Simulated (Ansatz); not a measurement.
# HfO2 monolayer (1T): modes against uniaxial strain along a, the zigzag direction, with the width clamped, part 2 of 2

Aim: how do the optical modes of HfO2 monolayer (1T) shift and split under this strain?

Ansatz 0.2.0; DFT PBE, scalar-relativistic, plane waves, PAW; PAW set soft_1.

So far, highest optical mode at the zone centre (no LO-TO term) (cm⁻¹): step 5 (modes at rest) 538.

### Step 7. Zone-centre modes of the member: uniaxial strain of +5 % along a, the zigzag direction, with the width clamped

The zone-centre modes follow for uniaxial strain of +5 % along a, the zigzag direction, with the width clamped.

File input.yaml:

```yaml
crystal:
  lattice:
    - [3.4150024424, 0.0, 0.0]
    - [-1.7075012212, 2.816646542, 0.0]
    - [0.0, 0.0, 28.308]
  atoms:
    - { symbol: Hf, position: [0.0, 0.0, 0.3532570298] }
    - { symbol: O, position: [0.3348839626, 0.6697679253, 0.38624009] }
    - { symbol: O, position: [0.6651160374, 0.3302320747, 0.3202739696] }
  periodic: [true, true, false]
kpoints:
  mp_grid: { grid: [9, 9, 1] }
hamiltonian:
  xc: pbe
  pseudopotentials: { kind: paw, azcp: { folder: soft_1 } }
scf:
  occupations: { method: fixed }
output:
  eigenvalues: true
phonons:
  method: dfpt
```

Started as:

```
$ ansatz run input.yaml --threads 4 --pin off --max-ram 16384MiB --backend cpu --events-out ev --progress --plain --runs-dir out
```

Numbers of over 12 decimals in the logs are rounded to 6 here.

Output:

```text
[...]
Crystal: 3 atoms, lattice volume = 272.291 Å³
Basis set: ecut = 420 eV, 5407 PW (Γ), exchange–correlation on 48×48×384 points (8 copies of the dense FFT grid, shifted against one another)
Bands: 23, of which v1, the nominal top of the filled ones, is band 19 counted from 1 (18 counted from 0)
Symmetry: 4 space group operations
k-points: 25 of 81 (irreducible under 2 space group operations, time reversal used)
[...]
SCF iter   1: F=—  HF=-16866.068536 eV  |F-HF|=—  |Δ(HF+E_count)|=         —  Δρ=7.25e-2  dr2=1.57e1  ethr=3.10e-3  ⟨swp⟩=6.2  Hψ=2896  notcnv=0  defer=47
[...]
SCF iter  13: F=-16861.735593 eV  HF=-16861.735593 eV  |F-HF|=7.28e-12  |Δ(HF+E_count)|=  1.82e-11  Δρ=1.04e-7  dr2=2.02e-11  ethr=1.00e-12  ⟨swp⟩=19.3  Hψ=6158  notcnv=0
SCF 1 converged in 13 iterations: F = -16861.735593 eV  dr2 = 2.02e-11
[...]
SCF converged after 13 iterations
Free energy (F): -16861.735593 eV
[...]
Internal energy: -16861.735593 eV  (E = F + TS)
E sigma→0 (E₀):  -16861.735593 eV
Fermi energy:    -7.581509 eV
[...]
--- Band table (eV; the first three rows and the last of 25) ---
  k-point 0: bands = [... 15 lower, -10.5763, -8.1792, -7.9316, -7.7286, -2.8434, -2.7689, -2.3607, -0.5968]
  k-point 1: bands = [... 15 lower, -10.4560, -8.2172, -8.1187, -8.0009, -2.7532, -2.5574, -2.0613, -0.4729]
  k-point 2: bands = [... 15 lower, -10.2810, -8.9695, -8.5014, -7.6907, -2.7792, -1.9147, -1.6724, -0.1337]
  k-point 24: bands = [... 15 lower, -10.1032, -8.9248, -8.7599, -7.6790, -2.4577, -1.7665, -1.7414, 0.6195]
[...]
ASR residual: 1.524e-4 → 0.000e0 eV/Å²; symmetrization residual: 4.777e-6 eV/Å²
[...]
ASR residual per site (eV/Å²): 4.16e-5 1.52e-4 1.52e-4
  Γ frequencies (cm⁻¹): 0.00 0.00 0.00 168.65 238.99 467.36 499.55 500.07 522.46
[...]
```

Elapsed: 51 s, on 4 threads of Arm Neoverse V1, shared host; peak memory 0.97 GiB; 3.1 min of CPU time.

This step gave:

```
sum-rule residual before enforcement                    : 1.52e-4 eV/Å²
point group                                             : 2/m
highest optical mode at the zone centre (no LO-TO term) : 522.5 cm⁻¹
lowest optical zone-centre mode                         : 168.7 cm⁻¹
```

Without the LO-TO term. Patterns of degenerate modes are one choice out of their space. The modes at Γ (shares of kinetic energy by element, %):

```tsv
mode	frequency (cm⁻¹)	symmetry	Hf %	O %
1	0.0	acoustic	85	15
2	0.0	acoustic	85	15
3	0.0	acoustic	85	15
4	168.7	Au	15	85
5	239.0	Bu	15	85
6	467.4	Bg	0	100
7	499.6	Bu	15	85
8	500.1	Ag	0	100
9	522.5	Ag	0	100
```

Displacements in mode 4 (168.7 cm⁻¹), the largest set to 1:
```
Hf1 -0.18  0.00  0.00
O2   1.00  0.00  0.00
O3   1.00  0.00  0.00
```

Displacements in mode 6 (467.4 cm⁻¹), the largest set to 1:
```
Hf1  0.00  0.00  0.00
O2   1.00  0.00  0.00
O3  -1.00  0.00  0.00
```

The lowest optical mode is real, 169 cm⁻¹, and the highest lies at 522.5 cm⁻¹.

For the highest optical mode at the zone centre (no LO-TO term), step 5 gave 538 cm⁻¹; this run, with strain 5 %, gives 522 cm⁻¹ (-3 %).

### Step 8. A member of the series: uniaxial strain of -3 % along a, the zigzag direction, with the width clamped

The cell takes a uniaxial strain of -3 % along a, the zigzag direction, with the width clamped. The cell is held, and the atoms relax in it.

input.yaml, the sections that differ from step 7:

```yaml
crystal:
  lattice:
    - [3.1548117801, 0.0, 0.0]
    - [-1.57740589, 2.816646542, 0.0]
    - [0.0, 0.0, 28.308]
  atoms:
    - { symbol: Hf, position: [0.0, 0.0, 0.3532570298] }
    - { symbol: O, position: [0.3322885153, 0.6645770306, 0.3880682507] }
    - { symbol: O, position: [0.6677114847, 0.3354229694, 0.3184458089] }
  periodic: [true, true, false]
output:
  forces: true
  stress: true
  eigenvalues: true
relax:
  adjacent_minimum: "off"
  f_tol: 0.001
  max_steps: 60
# kpoints, hamiltonian, scf: as in step 7
# phonons: removed
```

Output:

```text
[...]
Crystal: 3 atoms, lattice volume = 251.545 Å³
Basis set: ecut = 420 eV, 4947 PW (Γ), exchange–correlation on 48×48×384 points (8 copies of the dense FFT grid, shifted against one another)
Bands: 23, of which v1, the nominal top of the filled ones, is band 19 counted from 1 (18 counted from 0)
Symmetry: 4 space group operations
[...]
--- Relaxed structure (5 steps of the walk, 5 accepted, 0 SCFs on fresh bases) ---
  F+E_penalty+E_count = -16861.79806501 eV   max|allowed force component| = 3.610e-5 eV/Å
  cell:  # Å, volume = 251.5446 Å³
    - [3.1548117801, -2.8001470008149544e-11, 0.0]
    - [-1.577405890025, 2.816647, 0.0]
    - [0.0, 0.0, 28.308]
  atoms:
    - { symbol: Hf, position: [0, 0, 0.3532570298] }
    - { symbol: O, position: [0.331672, 0.663344, 0.388346] }
    - { symbol: O, position: [0.668328, 0.336656, 0.318168] }
[key lines of the parts left out:]
SCF converged after 5 iterations
Free energy (F): -16861.798065 eV
Fermi energy:    -7.993815 eV
P = ½ c Tr σ = 3.1893 N/m
```

Wall time 14 s (4 threads); peak memory 0.6 GiB; 54 s of CPU time.

Relaxation path:

```tsv
step	energy less that of the first step (eV)	largest force component (eV/Å)
1	0.0000	0.1428
2	-0.0012	0.0453
3	-0.0013	0.0077
4	-0.0013	0.0049
5	-0.0013	0.0000
```

Forces are held to the 4 operations that the run works with; a distortion that breaks them can't arise in this run.

Final coordinates:

```cif
data_structure
_symmetry_space_group_name_H-M 'P 1'
_symmetry_Int_Tables_number 1
_cell_length_a 3.1548
_cell_length_b 3.2283
_cell_length_c 28.3080
_cell_angle_alpha 90.000
_cell_angle_beta 90.000
_cell_angle_gamma 119.250
_cell_volume 251.54
loop_
_atom_site_label
_atom_site_type_symbol
_atom_site_fract_x
_atom_site_fract_y
_atom_site_fract_z
_atom_site_occupancy
Hf1 Hf 0.00000 0.00000 0.35326 1
O2 O 0.33167 0.66334 0.38835 1
O3 O 0.66833 0.33666 0.31817 1
```

This step gave:

- gap on the k-mesh: 4.823 eV
- area per atom: 2.962 Å²

The largest force component left is 0.036 meV/Å.

### Step 9. Modes of this member: uniaxial strain of -3 % along a, the zigzag direction, with the width clamped

The zone-centre modes follow for uniaxial strain of -3 % along a, the zigzag direction, with the width clamped.

input.yaml, the sections that differ from step 8:

```yaml
crystal:
  lattice:
    - [3.1548117801, 0.0, 0.0]
    - [-1.57740589, 2.816646542, 0.0]
    - [0.0, 0.0, 28.308]
  atoms:
    - { symbol: Hf, position: [0.0, 0.0, 0.3532570298] }
    - { symbol: O, position: [0.3316719067, 0.6633438133, 0.3883457765] }
    - { symbol: O, position: [0.6683280933, 0.3366561867, 0.3181682831] }
  periodic: [true, true, false]
output:
  eigenvalues: true
phonons:
  method: dfpt
# kpoints, hamiltonian, scf: as in step 8
# relax: removed
```

Output:

```text
[...]
Crystal: 3 atoms, lattice volume = 251.545 Å³
Basis set: ecut = 420 eV, 4947 PW (Γ), exchange–correlation on 48×48×384 points (8 copies of the dense FFT grid, shifted against one another)
Bands: 23, of which v1, the nominal top of the filled ones, is band 19 counted from 1 (18 counted from 0)
Symmetry: 4 space group operations
[...]
k-point 2: bands = [... 15 lower, -10.8472, -9.5964, -8.5932, -8.1198, -2.9542, -1.6797, -1.4613, -0.2476]
  k-point 24: bands = [... 15 lower, -10.3953, -9.5555, -9.2210, -8.1563, -2.4111, -2.2139, -0.7035, 1.2732]
[...]
ASR residual: 1.598e-4 → 0.000e0 eV/Å²; symmetrization residual: 4.313e-6 eV/Å²
[...]
ASR residual per site (eV/Å²): 1.45e-4 1.60e-4 1.53e-4
  Γ frequencies (cm⁻¹): 0.00 0.00 0.00 264.13 292.33 504.01 522.55 539.71 552.35
[...]
[key lines of the parts left out:]
SCF converged after 10 iterations
Free energy (F): -16861.798065 eV
Fermi energy:    -7.993816 eV
```

Elapsed: 49 s, on 4 threads; peak memory 0.93 GiB.

Numbers from this step:

- sum-rule residual before enforcement: 1.60e-4 eV/Å²
- highest optical mode at the zone centre (no LO-TO term): 552.4 cm⁻¹
- lowest optical zone-centre mode: 264.1 cm⁻¹

Without the LO-TO term. Patterns of degenerate modes are one choice out of their space. The modes at Γ (shares of kinetic energy by element, %):

```tsv
mode	frequency (cm⁻¹)	symmetry	Hf %	O %
1	0.0	acoustic	85	15
2	0.0	acoustic	85	15
3	0.0	acoustic	85	15
4	264.1	Bu	15	85
5	292.3	Au	15	85
6	504.0	Ag	0	100
7	522.5	Bg	0	100
8	539.7	Bu	15	85
9	552.4	Ag	0	100
```

The lowest optical mode is real, 264 cm⁻¹, and the highest lies at 552.4 cm⁻¹.

For the highest optical mode at the zone centre (no LO-TO term), step 5 gave 538 cm⁻¹; this run, with strain -3 %, gives 552 cm⁻¹ (+3 %).

### Step 10. The series together

The members are set side by side, also those not shown above.

Energies are extrapolated to zero smearing, and E0 is that at rest; the cell is clamped and the atoms are relaxed. State of the crystal along the series:

```tsv
strain (%)	E - E0 (meV/atom)	gap on mesh (eV)
-3	14.67	4.823
-2	6.419	4.849
-1	1.566	4.862
0	0	4.871
1	1.507	4.857
2	5.985	4.833
3	13.22	4.802
4	23.11	4.73
5	35.49	4.649
```

Optical modes are counted from below at rest and tracked from member to member by their patterns, and modes that stay within 0.3 cm⁻¹ of each other stand once; labels, where given, are those at rest, then, where named, those of the strained cell; the cell is clamped and the atoms are relaxed. Optical modes along the series:

```tsv
strain (%)	optical mode 1 Eu to Au single part (cm⁻¹)	optical mode 2 Eu to Bu single part (cm⁻¹)	optical mode 3 Eg to Bg single part (cm⁻¹)	optical mode 4 Eg to Ag single part (cm⁻¹)	optical mode 5 A2u to Bu (cm⁻¹)	optical mode 6 A1g to Ag (cm⁻¹)
-3	292.3	264.1	522.5	504	539.7	552.4
-2	281.9	262.2	517.3	504.4	533.6	547.4
-1	270.2	259.9	511.4	504.8	527.8	542.5
0	257.2	257.2	505.1	505.1	522.3	537.7
1	243	254.2	498.3	505.2	517	533.2
2	227.3	250.8	491.1	505.1	512.1	529.2
3	209.9	247.1	483.5	504.4	507.6	525.9
4	190.6	243.2	475.6	502.8	503.4	523.5
5	168.7	239	467.4	500.1	499.6	522.5
```

Value and slope at zero strain of a cubic (a lower polynomial where under five rows exist) through the rows within 2 % of rest. Slopes at rest:

```tsv
mode	frequency (cm⁻¹)	shift per percent of strain (cm⁻¹)
optical mode 1 Eu to Au single part	257.2	-13.59
optical mode 2 Eu to Bu single part	257.2	-2.86
optical mode 3 Eg to Bg single part	505.1	-6.59
optical mode 4 Eg to Ag single part	505.1	0.27
optical mode 5 A2u to Bu	522.3	-5.4
optical mode 6 A1g to Ag	537.7	-4.63
```

### Step 11. What came out

```json
{
  "members": "9",
  "highest optical mode at the zone centre (no LO-TO term), at rest": "537.7 cm⁻¹",
  "optical mode 3 Eg to Bg single part, shift per percent": "-6.59 cm⁻¹",
  "optical mode 4 Eg to Ag single part, shift per percent": "0.27 cm⁻¹",
  "optical mode 5 A2u to Bu, shift per percent": "-5.40 cm⁻¹",
  "optical mode 6 A1g to Ag, shift per percent": "-4.63 cm⁻¹"
}
```

What this shows: The strain lowers the symmetry: the level at 505.1 cm⁻¹ splits, into 467.4 and 500.1 cm⁻¹ at +5 %. Within 2 % of rest optical mode 4 Eg to Ag single part bends away from a straight line, so a single slope holds only near rest. The fastest shift in the table of slopes is -13.6 cm⁻¹ for each percent (optical mode 1 Eu to Au single part). The width is clamped, so the contraction across the strain that a free sheet shows is left out. These are harmonic frequencies at zero temperature: anharmonic shifts, linewidths and thermal expansion are left out. Spin-orbit coupling is left out, which can matter for the heavy elements here. The starting cell was built on a prototype and not taken from a measurement. Only the zone centre was solved, so an instability at another wavevector cannot show here. In a sheet the LO-TO splitting vanishes at the zone centre, so no such term is missing here.

[Logs are printed without paths, hosts, clocks, repeated set-up lines and the standing remarks that a program may print on its own settings, such as how far it seeks lower states.]

[Hosts, paths, dates, database ids (printed as entryN), source tags and the programs' standing remarks are cut or masked in the printed files.]
